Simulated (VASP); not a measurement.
A run of VASP 6.6.1 is set up as follows.

Contents of INCAR:

```
PREC     = Accurate       # precision mode
ENCUT    = 520            # plane-wave cutoff, eV
EDIFF    = 1E-6           # SCF threshold, eV
ISMEAR   = 0              # smearing method
SIGMA    = 0.03           # smearing width, eV
LREAL    = F              # projectors in reciprocal space
LASPH    = T              # aspherical terms in the spheres
NELM     = 120            # most SCF steps
ALGO     = Normal         # electronic algorithm
ISIF     = 3              # what is computed and relaxed
LWAVE    = F              # write WAVECAR
LCHARG   = F              # write CHGCAR
GGA      = PE             # functional
IBRION   = 2              # ionic algorithm
NSW      = 90             # ionic steps
EDIFFG   = -0.01          # ionic threshold
KPAR     = 4
```

Contents of KPOINTS:

```
Automatic mesh
0
Gamma
  8 8 8
```

File POSCAR:

```
TiPbO4
1.0
    1.8298586300      1.0564693700      5.7260000100
   -1.8298586300      1.0564693700      5.7260000100
    0.0000000000     -2.1129387400      5.7260000100
Ti Pb O
1 1 4
Direct
    0.5000000000      0.5000000000      0.5000000000
    0.0000000000      0.0000000000      0.0000000000
    0.6181950800      0.6181950800      0.6181950800
    0.3818049200      0.3818049200      0.3818049200
    0.8670599000      0.8670599000      0.8670599000
    0.1329401000      0.1329401000      0.1329401000
```

Potentials or basis: VASP PAW PBE potentials, release 64 (Ti_sv, Pb_d, O).

Run with:

```console
$ cat potpaw_PBE.64/Ti_sv/POTCAR potpaw_PBE.64/Pb_d/POTCAR potpaw_PBE.64/O/POTCAR > POTCAR
$ mpirun -np 4 vasp_std > vasp.out
```

**Question.** Estimate the relaxed cell.

**Answer.** a = 6.473 Å, b = 6.473 Å, c = 6.473 Å, α = 31.86°, β = 31.86°, γ = 31.86°.

**Question.** Estimate the space group after relaxing (to 0.05 Å).

**Answer.** R-3m (No. 166).

Final structure:
```
Ti Pb O
1.0
     1.77657    1.02571    6.13964
    -1.77657    1.02571    6.13964
     0.00000   -2.05141    6.13964
Ti Pb O
1 1 4
Direct
  0.50000 0.50000 0.50000
  0.00000 0.00000 0.00000
  0.61668 0.61668 0.61668
  0.38332 0.38332 0.38332
  0.86773 0.86773 0.86773
  0.13227 0.13227 0.13227
```
